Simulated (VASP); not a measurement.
# Settings for MgO: self-consistent run

MgO, P1 (no. 1), 48 atoms in the cell. R2SCAN; PAW potentials Mg, O (PBE set). VASP 6.6.1.

Wanted: energy within 10 meV/atom; forces within 0.05 eV/Å.

What the run is for: forces in a large cell; Accuracy asked: screening; Cell repeated: 2 × 2 × 3.

POSCAR:
```
MgO
1.0
    6.9727557254      0.0000000000      0.0000000000
   -3.4863778628      6.0385835926      0.0000000000
    0.0000000000      0.0000000000     12.5341236600
Mg O
24 24
Direct
    0.1673970000      0.3332960000      0.0869140000
    0.1724980000      0.3408100000      0.4159210000
    0.1734850000      0.3398290000      0.7529060000
    0.1557130000      0.8318100000      0.0819710000
    0.1668080000      0.8345710000      0.4190730000
    0.1734900000      0.8395860000      0.7477730000
    0.6670070000      0.3295290000      0.0870150000
    0.6624740000      0.3294240000      0.4158250000
    0.6649140000      0.3373410000      0.7487560000
    0.6720180000      0.8379450000      0.0812160000
    0.6666050000      0.8409300000      0.4171120000
    0.6606480000      0.8276120000      0.7527900000
    0.3329570000      0.1730800000      0.2469240000
    0.3371810000      0.1635810000      0.5848730000
    0.3414510000      0.1658840000      0.9188850000
[... 20 lines left out ...]
    0.6676330000      0.8262840000      0.9158180000
    0.3341360000      0.1679100000      0.0855850000
    0.3375550000      0.1706730000      0.4154400000
    0.3346840000      0.1717950000      0.7503610000
    0.3402780000      0.6692750000      0.0787810000
    0.3345800000      0.6691110000      0.4145370000
    0.3368890000      0.6583480000      0.7465380000
    0.8389080000      0.1717220000      0.0857660000
    0.8293030000      0.1660540000      0.4144170000
    0.8299580000      0.1633040000      0.7477490000
    0.8361710000      0.6683360000      0.0828210000
    0.8275830000      0.6683800000      0.4158770000
    0.8313730000      0.6631190000      0.7503050000
```

The series start from Plane-wave cutoff (eV): 460; Projection operators (LREAL): Auto, ROPT -0.00025; Precision mode (PREC): Normal; Parallel layout: defaults; Program: vasp_std; Electronic algorithm: ALGO=Normal; Bands a block (NSIM): NSIM=4. Each series keeps the choices made before it, and each single choice may use up half of a tolerance.

## Plane-wave cutoff (eV)

| Plane-wave cutoff (eV) | Energy less reference (meV/atom) | Forces, largest deviation (eV/Å) | SCF iterations | Time (s) |
|---|---|---|---|---|
| 360 | -28 | 0.027 | 26 | 44 |
| 400 | -14 | 0.030 | 29 | 55 |
| 460 | 1 | 0.024 | 26 | 83 |
| 520 | 3 | 0.023 | 27 | 56 |
| 640 (reference) | 0 | 0.000 | 25 | 70 |

Chosen: 460, the loosest value from which every tighter one stays within half of the tolerance.

## Projection operators (LREAL)

| Projection operators (LREAL) | Energy less reference (meV/atom) | Forces, largest deviation (eV/Å) | SCF iterations | Time (s) |
|---|---|---|---|---|
| Auto, ROPT -0.005 | -4 | 0.054 | 26 | 53 |
| Auto, ROPT -0.002 | 1 | 0.084 | 26 | 53 |
| Auto, ROPT -0.001 | 0 | 0.015 | 26 | 53 |
| Auto, ROPT -0.0005 | 0 | 0.010 | 26 | 52 |
| Auto, ROPT -0.00025 | 0 | 0.004 | 26 | 83 |
| Auto, ROPT -0.0001 | 0 | 0.001 | 26 | 55 |
| False (reference) | 0 | 0.000 | 26 | 59 |

Chosen: Auto, ROPT -0.001.

## Precision mode (PREC)

| Precision mode (PREC) | Energy less reference (meV/atom) | Forces, largest deviation (eV/Å) | SCF iterations | Time (s) |
|---|---|---|---|---|
| SingleN | -1 | 0.060 | 31 | 58 |
| Normal | 0 | 0.023 | 26 | 53 |
| Accurate (reference) | 0 | 0.000 | 25 | 83 |

Chosen: Normal.

## Parallel layout

| Parallel layout | Energy less reference (meV/atom) | Forces, largest deviation (eV/Å) | SCF iterations | Time (s) |
|---|---|---|---|---|
| defaults | 0 | 0.000 | 26 | 53 |
| NCORE=2 | 0 | 0.000 | 28 | 56 |
| NCORE=4 | 0 | 0.000 | 26 | 54 |
| NCORE=8 | 0 | 0.000 | 28 | 55 |
| NPAR=2 | 0 | 0.000 | 26 | 48 |

Chosen: defaults; no other choice that stays within half of the tolerance saves 30 % of the time.

## Program

| Program | Energy less reference (meV/atom) | Forces, largest deviation (eV/Å) | SCF iterations | Time (s) |
|---|---|---|---|---|
| vasp_std | 0 | 0.000 | 26 | 53 |
| vasp_gam | 0 | 0.000 | 26 | 48 |

Chosen: vasp_std.

## Electronic algorithm

| Electronic algorithm | Energy less reference (meV/atom) | Forces, largest deviation (eV/Å) | SCF iterations | Time (s) |
|---|---|---|---|---|
| ALGO=Normal | 0 | 0.000 | 26 | 53 |
| ALGO=Fast | 0 | 0.000 | 34 | 69 |
| ALGO=VeryFast | 0 | 0.000 | 32 | 54 |
| ALGO=All ISEARCH=1 | 0 | 0.000 | 17 | 42 |

Chosen: ALGO=Normal.

## Bands a block (NSIM)

| Bands a block (NSIM) | Energy less reference (meV/atom) | Forces, largest deviation (eV/Å) | SCF iterations | Time (s) |
|---|---|---|---|---|
| NSIM=4 | 0 | 0.000 | 26 | 53 |
| NSIM=1 | 0 | 0.000 | 26 | 45 |
| NSIM=2 | 0 | 0.000 | 26 | 46 |
| NSIM=8 | 0 | 0.000 | 25 | 40 |
| NSIM=16 | 0 | 0.000 | 27 | 42 |

Chosen: NSIM=4.

## All choices together

| Input | Energy less reference (meV/atom) | Forces, largest deviation (eV/Å) | Time (s) |
|---|---|---|---|
| the program's defaults (naive) | -13 | 0.026 | 22 |
| chosen settings | 1 | 0.016 | 53 |
| reference settings throughout | 0 | 0.000 | 103 |

The tolerance is met.

## The input

INCAR:
```
SYSTEM = MgO
METAGGA  = R2SCAN         ! meta-GGA
ISMEAR   = 0              ! smearing method
SIGMA    = 0.03           ! smearing width, eV
LWAVE    = .FALSE.        ! write WAVECAR
LCHARG   = .FALSE.        ! write CHGCAR
ISIF     = 2              ! what is computed and relaxed
ISYM     = 0            
PREC     = Normal         ! precision mode
LASPH    = .TRUE.         ! aspherical terms in the spheres
LREAL    = Auto         
ALGO     = Normal         ! electronic algorithm
EDIFF    = 1E-6           ! SCF threshold, eV
NELM     = 120            ! most SCF steps
GGA_COMPAT= .FALSE.      
ENCUT    = 460            ! plane-wave cutoff, eV
EFERMI   = MIDGAP       
LMIXTAU  = .TRUE.       
ROPT     = -0.001 -0.001
NSIM     = 4             
```

KPOINTS:
```
k-points
0
Gamma
  1 1 1
```

Commands:
```
cat potpaw_PBE.64/Mg/POTCAR potpaw_PBE.64/O/POTCAR > POTCAR
mpirun -np 8 vasp_std > vasp.out
```

Limits: Only the k mesh 1 × 1 × 1 was run, so its error is untested.

The chosen input took VASP 6.6.1 53 s on 8 cores (Intel Xeon Platinum 8488C (Sapphire Rapids)), a shared host.

## An input that fails: Gamma-only program on a mesh of k points

VASP's message: You are using the Gamma-point-only version with more than one k-point or some other non-Gamma k-point.

k mesh: 1 × 1 × 1 becomes 2 × 2 × 2.

Changes against the starting input:
```
- NELM = 120
+ NELM = 64
- vasp_std
+ vasp_gam
(KPOINTS)
-k-points
+Automatic mesh
-  1 1 1
+  2 2 2
+  0 0 0
```
